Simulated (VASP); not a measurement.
# Tl (P6_3/mmc) in VASP: further runs

The runs below take Tl through single point, with PBEsol.

Program: VASP 6.6.1. These are calculated values, not measurements. Logs are shortened: lines on timing, memory, paths and dates and some standing lists are left out, and cuts for length are marked.

## Step 1: Starting point

It takes space group P6_3/mmc (No. 194, hexagonal). The conventional cell has a = 3.456 Å, b = 3.456 Å, c = 5.525 Å, α = 90.00°, β = 90.00°, γ = 120.00°. Around Tl (site symmetry -6m2) lie 12 Tl at 3.41 to 3.46 Å.

## Step 2: Single point, PBEsol

INCAR

```
PREC = Normal ; ENCUT = 550
EDIFF = 1E-6 ; ISMEAR = 1
SIGMA = 0.1 ; LREAL = F
LASPH = T ; NELM = 100
ALGO = Normal ; ISIF = 2
LWAVE = F ; LCHARG = F
GGA = PS ; NBANDS = 20
ADDGRID = F
```

KPOINTS

```
Automatic mesh
0
Gamma
  19 19 10
```

POSCAR

```
Tl
1.0
    3.4560000000      0.0000000000      0.0000000000
   -1.7280000000      2.9929837955      0.0000000000
    0.0000000000      0.0000000000      5.5250000000
Tl
2
Direct
    0.6666666667      0.3333333333      0.7500000000
    0.3333333333      0.6666666667      0.2500000000
```

Potentials or basis: VASP PAW PBE potentials, release 64 (Tl_d).

On the command line:

```console
cat potpaw_PBE.64/Tl_d/POTCAR > POTCAR
mpirun -np 1 vasp_std > vasp.out
```

OUTCAR:

```text
PREC = Normal
   ENCUT = 550
   EDIFF = 1E-6
   ISMEAR = 1
   LREAL = F
   LASPH = T
   NELM = 100
   ISIF = 2
   GGA = PS

 Found    240 irreducible k-points:

 Following reciprocal coordinates:
            Coordinates               Weight
  0.000000  0.000000  0.000000      1.000000
  0.052632 -0.000000  0.000000      6.000000
  0.105263 -0.000000  0.000000      6.000000
  0.157895  0.000000  0.000000      6.000000
  0.210526 -0.000000  0.000000      6.000000
  0.263158 -0.000000  0.000000      6.000000
   k-points           NKPTS =    240   k-points in BZ     NKDIM =    240   number of bands    NBANDS=     20
   number of dos      NEDOS =    301   number of ions     NIONS =      2
   total plane-waves  NPLWV =  12800
   dimension x,y,z NGX =    20 NGY =   20 NGZ =   32
   dimension x,y,z NGXF=    40 NGYF=   40 NGZF=   64
   ions per type =               2
   NGX,Y,Z   is equivalent  to a cutoff of   9.62,  9.62,  9.63 a.u.
   NGXF,Y,Z  is equivalent  to a cutoff of  19.24, 19.24, 19.26 a.u.
 SYSTEM =  unknown system
   PREC   = normal    normal or accurate (medium, high low for compatibility)
   ISTART =      0    job   : 0-new  1-cont  2-samecut
   ICHARG =      2    charge: 1-file 2-atom 10-const
   ISPIN  =      1    spin polarized calculation?
   LNONCOLLINEAR =      F non collinear calculations
   LSORBIT =      F    spin-orbit coupling
   LASPH  =      T    aspherical Exc in radial PAW
   ENCUT  =  550.0 eV  40.42 Ry    6.36 a.u.   6.61  6.61 10.57*2*pi/ulx,y,z
   NELM   =    100;   NELMIN=  2; NELMDL= -5     # of ELM steps
   EDIFF  = 0.1E-05   stopping-criterion for ELM
   LREAL  =      F    real-space projection
   EDIFFG = 0.1E-04   stopping-criterion for IOM
   NSW    =      0    number of steps for IOM
   IBRION =     -1    ionic relax: 0-MD 1-quasi-New 2-CG
   NFREE  =      0    steps in history (QN), initial steepest desc. (CG)
   ISIF   =      2    stress and relaxation
   ISYM   =      2    0-nonsym 1-usesym 2-fastsym
   POTIM  = 0.5000    time-step for ionic-motion
   TEBEG  =    0.0;   TEEND  =   0.0 temperature during run
   PSTRESS=    0.0 pullay stress
   NELECT =      26.0000    total number of electrons
   NUPDOWN=      -1.0000    fix difference up-down
   EMIN   =  10.00;   EMAX   =-10.00  energy-range for DOS
   EFERMI =   0.00;   METHOD = LEGACY
   ISMEAR =     1;   SIGMA  =   0.10  broadening in eV -4-tet -1-fermi 0-gaus
   EFERMI_NEDOS =   21; number of points for ismear=-14 and -15
   IALGO  =     38    algorithm
   IMIX   =      4    mixing-type and parameters
     AMIX     =   0.40;   BMIX     =  1.00
     AMIX_MAG =   1.60;   BMIX_MAG =  1.00
  volume/ion in A,a.u.               =      28.57       192.83
  Fermi-wavevector in a.u.,A,eV,Ry     =   1.259107  2.379366 21.569987  1.585349
  Thomas-Fermi vector in A             =   2.392683
   LORBIT       =      0    0 simple, 1 ext, 2 COOP (PROOUT), +10 PAW based schemes
   GGA     = PS    functional components
   LHFCALC =     F    Hartree Fock is set to
   AEXX    =    0.0000 exact exchange contribution
   IVDW    =     0    specifies the selected vdW correction
   LEPSILON=     F    determine dielectric tensor
   LRPA    =     F    only Hartree local field effects (RPA)
 non-spin polarized calculation
 Methfessel and Paxton  Order N= 1 SIGMA  =   0.10
  energy-cutoff  :      550.00
  volume of cell :       57.15
 maximum number of plane-waves:      1713
   NGX = 13   NGY = 13   NGZ = 21

 number of electron      25.9999999 magnetization

 Free energy of the ion-electron system (eV)
  ---------------------------------------------------
  ext. energy  EPLUGINS =         0.00000000
  ---------------------------------------------------
  free energy    TOTEN  =        -5.26428743 eV

  energy without entropy =       -5.26403199  energy(sigma->0) =       -5.26420228

 E-fermi :   6.3609     XC(G=0): -10.3703

 val. band max:        6.3358193859   @ k =   0.4211   0.1579   0.2000
 cond. band min:       6.3713903469   @ k =   0.3158   0.2105   0.3000
 fundamental gap:      0.0355709610
 Fermi energy:         6.3608711489

 k-point     1 :       0.0000    0.0000    0.0000
  band No.  band energies     occupation
      1      -5.3575      2.00000
      2      -5.1217      2.00000
      3      -5.1014      2.00000
      4      -5.1014      2.00000
      5      -5.0472      2.00000
      6      -5.0472      2.00000
[... 12 lines left out ...]
     19      17.1973      0.00000
     20      17.3059      0.00000

 k-point     2 :       0.0526   -0.0000    0.0000
  band No.  band energies     occupation
      1      -5.3472      2.00000
      2      -5.1384      2.00000
      3      -5.0893      2.00000
      4      -5.0824      2.00000
      5      -5.0482      2.00000
      6      -5.0360      2.00000
[... 12 lines left out ...]
     19      17.2952      0.00000
     20      17.5586      0.00000

 k-point     3 :       0.1053   -0.0000    0.0000
  band No.  band energies     occupation
      1      -5.3229      2.00000
      2      -5.1597      2.00000
      3      -5.0598      2.00000
      4      -5.0541      2.00000
      5      -5.0419      2.00000
      6      -5.0115      2.00000
[... 12 lines left out ...]
     19      17.1048      0.00000
     20      18.0936      0.00000

 k-point     4 :       0.1579    0.0000    0.0000
  band No.  band energies     occupation
      1      -5.3077      2.00000
      2      -5.1653      2.00000
      3      -5.0666      2.00000
      4      -5.0463      2.00000
      5      -5.0283      2.00000
      6      -4.9994      2.00000
[... 12 lines left out ...]
     19      16.8045      0.00000
     20      18.2908      0.00000

 k-point     5 :       0.2105   -0.0000    0.0000
  band No.  band energies     occupation
      1      -5.3245      2.00000
      2      -5.1532      2.00000
      3      -5.0939      2.00000
      4      -5.0666      2.00000
      5      -5.0555      2.00000
      6      -4.9436      2.00000
[... 12 lines left out ...]
     19      16.4293      0.00000
     20      17.7699      0.00000

 k-point     6 :       0.2632   -0.0000    0.0000
  band No.  band energies     occupation
      1      -5.3605      2.00000
      2      -5.1618      2.00000
      3      -5.1503      2.00000
      4      -5.0835      2.00000
      5      -5.0360      2.00000
      6      -4.8790      2.00000
[... 12 lines left out ...]
     19      15.9350      0.00000
     20      17.2508      0.00000

 [... further k-points ...]
[... 5 lines left out ...]
  --------------------------------------------------------------------------------------
  -------------------------------------------------------------------------------------
  Total        0.0338405      0.0338405     -0.1151177      0.0000000     -0.0000000      0.0000000
  in kB        0.9487167      0.9487167     -3.2273227      0.0000000     -0.0000000      0.0000000
  external PRESSURE =      -0.4432965 kB  Pullay stress =       0.0000000 kB

 VOLUME and BASIS-vectors are now :
 -----------------------------------------------------------------------------
  energy-cutoff  :      550.00
  volume of cell :       57.15
      direct lattice vectors                 reciprocal lattice vectors
     3.456000000  0.000000000  0.000000000     0.289351852  0.167057370  0.000000000
    -1.728000000  2.992983795  0.000000000     0.000000000  0.334114739  0.000000000
     0.000000000  0.000000000  5.525000000     0.000000000  0.000000000  0.180995475

 POSITION                                       TOTAL-FORCE (eV/Angst)
 -----------------------------------------------------------------------------------
      1.72800      0.99766      4.14375         0.000000     -0.000000      0.000000
     -0.00000      1.99532      1.38125        -0.000000      0.000000      0.000000
 -----------------------------------------------------------------------------------
    total drift:                               -0.000000      0.000000     -0.000000

  FREE ENERGIE OF THE ION-ELECTRON SYSTEM (eV)
  ---------------------------------------------------
  free  energy   TOTEN  =        -5.2642874252 eV

  energy  without entropy=       -5.2640319938  energy(sigma->0) =       -5.26420228
```

It took 53 s on 1 thread of Intel Xeon Platinum 8488C (Sapphire Rapids), shared host; peak memory 0.31 GiB.

These settings aren't checked as converged: the numbers below hold their error.

Results:

| Quantity | Value |
| --- | --- |
| Free energy | -5.2643 eV |
| Pressure | 0.0 GPa |
| Band gap on the k mesh | none (metal or under the smearing width) |

Caveat: the PAW data sets were made with another functional, which shifts forces and pressure a little.

## Step 3: Single point, PBEsol

INCAR

```
PREC = Accurate ; ENCUT = 550
EDIFF = 1E-6 ; ISMEAR = 1
SIGMA = 0.1 ; LREAL = Auto
LASPH = T ; NELM = 100
ALGO = Normal ; ISIF = 2
LWAVE = F ; LCHARG = F
GGA = PS ; NBANDS = 20
ADDGRID = F
```

KPOINTS is that of step 2.

POSCAR is that of step 2.

Potentials or basis: VASP PAW PBE potentials, release 64 (Tl_d).

On the command line:

```console
cat potpaw_PBE.64/Tl_d/POTCAR > POTCAR
mpirun -np 1 vasp_std > vasp.out
```

It took 2.5 min on 1 thread of Intel Xeon Platinum 8488C (Sapphire Rapids), shared host; peak memory 0.3 GiB.

The run converged, but some of its settings lie outside the range that counts as converged, so its numbers aren't taken as properties of the crystal.

Results:

```
Free energy            : -5.2653 eV
Pressure               : 0.0 GPa
Band gap on the k mesh : none (metal or under the smearing width)
```

Caveat: the PAW data sets were made with another functional, which shifts forces and pressure a little.

## Step 4: Single point, PBEsol

INCAR

```
PREC = Accurate ; ENCUT = 550
EDIFF = 1E-4 ; ISMEAR = 1
SIGMA = 0.1 ; LREAL = F
LASPH = T ; NELM = 100
ALGO = Normal ; ISIF = 2
LWAVE = F ; LCHARG = F
GGA = PS ; NBANDS = 20
ADDGRID = F
```

KPOINTS is that of step 3.

POSCAR is that of step 3.

On the command line:

```console
cat potpaw_PBE.64/Tl_d/POTCAR > POTCAR
mpirun -np 1 vasp_std > vasp.out
```

Wall time 82 s (1 thread of Intel Xeon Platinum 8488C (Sapphire Rapids), shared host); peak memory 0.35 GiB.

The run converged, but some of its settings lie outside the range that counts as converged, so its numbers aren't taken as properties of the crystal.

What came out:

| Property | Result |
| --- | --- |
| Free energy | -5.2643 eV |
| Pressure | 0.0 GPa |
| Band gap on the k mesh | none (metal or under the smearing width) |

Caveat: the PAW data sets were made with another functional, which shifts forces and pressure a little.

## Step 5: The reference run

An earlier run on the cell as given: functional PBE; potentials or basis VASP PAW PBE potentials, release 64 (Tl_d); cutoff 520 eV; k mesh 9 × 9 × 5; occupations fermi-dirac, width 0.05 eV; no spin polarisation.

* Pressure: 3.4 GPa
* Band gap on the k mesh: none (metal or under the smearing width)
